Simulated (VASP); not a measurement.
Input of a VASP 6.6.1 run:

Contents of INCAR:

```
SYSTEM = PbF2
PREC = Accurate ; ENCUT = 600
EDIFF = 1E-6 ; ISMEAR = 0
SIGMA = 0.03 ; LREAL = .False.
LASPH = .True. ; NELM = 80
ALGO = Normal ; ISIF = 3
LWAVE = .False. ; LCHARG = .False.
METAGGA = R2SCAN ; LMIXTAU = .True.
IBRION = 2 ; NSW = 90
EDIFFG = -0.01 ; PSTRESS = 65.5
KPAR = 4
```

Contents of KPOINTS:

```
Automatic mesh
0
Gamma
  4 8 4
  0 0 0
```

Contents of POSCAR:

```
PbF2
1.0
    6.4268900000      0.0000000000      0.0000000000
    0.0000000000      3.8909800000      0.0000000000
    0.0000000000      0.0000000000      7.6357400000
Pb F
4 8
Direct
    0.7560000000      0.7500000000      0.1030000000
    0.2440000000      0.2500000000      0.8970000000
    0.7440000000      0.2500000000      0.6030000000
    0.2560000000      0.7500000000      0.3970000000
    0.1420000000      0.7500000000      0.0850000000
    0.8580000000      0.2500000000      0.9150000000
    0.3580000000      0.2500000000      0.5850000000
    0.6420000000      0.7500000000      0.4150000000
    0.5510000000      0.7500000000      0.8140000000
    0.4490000000      0.2500000000      0.1860000000
    0.9490000000      0.2500000000      0.3140000000
    0.0510000000      0.7500000000      0.6860000000
```

Potentials or basis: VASP PAW PBE potentials, release 64 (Pb_d, F).

Command:

```console
$ cat potpaw_PBE.64/Pb_d/POTCAR potpaw_PBE.64/F/POTCAR > POTCAR
$ mpirun -np 4 vasp_std > vasp.out
```

Q: Predict the band gap on the k mesh.

A: 4.45 eV, indirect (least direct gap 4.71 eV).

Q: What does it give for the space group after relaxing (to 0.05 Å)?

A: Pnma (No. 62).

Forces on the atoms (eV/Å):
```
Pb   0.006  0.000 -0.007
Pb  -0.006  0.000  0.007
Pb  -0.006  0.000 -0.007
Pb   0.006  0.000  0.007
F    0.001  0.000 -0.003
F   -0.001  0.000  0.003
F   -0.001  0.000 -0.003
F    0.001  0.000  0.003
F   -0.007  0.000 -0.001
F    0.007  0.000  0.001
F    0.007  0.000 -0.001
F   -0.007  0.000  0.001
```

Caveat: the cell is relaxed towards a set pressure, so the enthalpy falls and the energy may rise; the PAW data sets were made with another functional, which shifts forces and pressure a little; spin-orbit coupling is left out, which as a rule narrows the gap of such compounds by several tenths of an eV. r2SCAN opens gaps a little over a GGA but as a rule still falls short of measured ones.
